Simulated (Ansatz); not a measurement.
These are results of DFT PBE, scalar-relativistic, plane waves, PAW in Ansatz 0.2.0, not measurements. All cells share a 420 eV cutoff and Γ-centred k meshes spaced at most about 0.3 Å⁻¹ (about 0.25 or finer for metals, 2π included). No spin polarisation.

These are static total energies at zero pressure.

Problem. Order these relaxed structures of Zn4O by energy, lowest first, with the energy over the lowest of them.
A.

Space group P3m1 (No. 156). a = 3.040 Å, b = 3.040 Å, c = 9.037 Å, α = 90.00°, β = 90.00°, γ = 120.00°
| atom | site | symmetry | x | y | z |
| --- | --- | --- | --- | --- | --- |
| Zn | 1a | 3m. | 0.0000 | 0.0000 | 0.0188 |
| Zn | 1b | 3m. | 0.3333 | 0.6667 | 0.7000 |
| Zn | 1c | 3m. | 0.6667 | 0.3333 | 0.4634 |
| Zn | 1b | 3m. | 0.3333 | 0.6667 | 0.2363 |
| O | 1a | 3m. | 0.0000 | 0.0000 | 0.8061 |

B.

Space group P31m (No. 157). a = 4.590 Å, b = 4.590 Å, c = 5.343 Å, α = 90.00°, β = 90.00°, γ = 120.00°
```tsv
atom	site	symmetry	x	y	z
Zn	3c	..m	0.3482	0.0000	0.6493
Zn	1a	3.m	0.0000	0.0000	0.2528
O	1a	3.m	0.0000	0.0000	0.9033
```

C.

Space group I-42m (No. 121). a = 4.060 Å, b = 4.060 Å, c = 8.696 Å, α = 90.00°, β = 90.00°, γ = 90.00°
```json
{"atom": "Zn", "site": "8i", "symmetry": "..m", "x": "0.2281", "y": "0.2281", "z": "0.3540"}
{"atom": "O", "site": "2a", "symmetry": "-42m", "x": "0.0000", "y": "0.0000", "z": "0.0000"}
```

D.

Space group R-3m:H (No. 166). a = 2.982 Å, b = 2.982 Å, c = 26.444 Å, α = 90.00°, β = 90.00°, γ = 120.00°
| atom | site | symmetry | x | y | z |
| --- | --- | --- | --- | --- | --- |
| Zn | 6c | 3m | 0.3333 | 0.6667 | 0.0499 |
| Zn | 6c | 3m | 0.6667 | 0.3333 | 0.1277 |
| O | 3a | -3m | 0.0000 | 0.0000 | 0.0000 |

Solution. A (0 meV/atom), D (14 meV/atom), C (45 meV/atom), B (141 meV/atom). Counting Zn atoms around O (those within 1.25 times the shortest such distance or 1.15 times the sum of covalent radii, 1.27 where that leaves under three; a plus sign parts nearer from farther groups): A has O 4; D has O 6; C has O 4; B has O 1+3. All come from invented guesses.

For metals, differences of a few meV/atom aren't resolved. Cells relaxed within their symmetry can be saddle points. Some types were kept out of the candidates beforehand, so the set may lack a known form.
